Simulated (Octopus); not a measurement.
**Li2S under changes of volume**

One of the cells (15.344 Å³/atom); the others are scaled copies at fixed shape and fractional positions:

```xyz
3
Lattice="0.0000 2.8445 2.8445 2.8445 0.0000 2.8445 2.8445 2.8445 0.0000" Properties=species:S:1:pos:R:3 pbc="T T T"
S     0.0000    0.0000    0.0000
Li    4.2668    4.2668    4.2668
Li    1.4223    1.4223    1.4223
```

| Property | Result |
| --- | --- |
| Program | Octopus 16.4 |
| Functional | PBE |
| Potentials or basis | pseudodojo_pbe (PseudoDojo 0.5, PBE) |
| Grid spacing | 0.139 Å |
| k mesh | 8 × 8 × 8 |
| Occupations | fermi-dirac, width 0.05 eV |
| Spin | no spin polarisation |

```tsv
volume (Å³/atom)	energy over the lowest point (meV/atom)	gap on the mesh (eV)
14.423	?	?
14.730	4.91	3.36
15.037	1.54	3.38
15.344	0.00	3.39
15.650	0.17	3.40
15.957	1.64	3.41
16.264	4.76	3.42
```

Q: What does the run at 14.423 Å³/atom give?

A: Energy over the lowest point 10.29 meV/atom; gap on the mesh 3.34 eV.

Worked out: A Birch-Murnaghan fit of order 3 (a polynomial in V^(-2/3)) to the other rows has its minimum at 15.48 Å³/atom with B0 = V·E''(V) = 42 GPa and B' = 2.9. It gives 10.16 meV/atom at 14.423 Å³/atom, against the run's 10.29. A straight line through the other rows of the gap, of slope 0.578 eV per unit of ln V, extrapolates to 3.35 eV, against the run's 3.34.

Energies are extrapolated to zero smearing.

A mesh can miss the band edges.
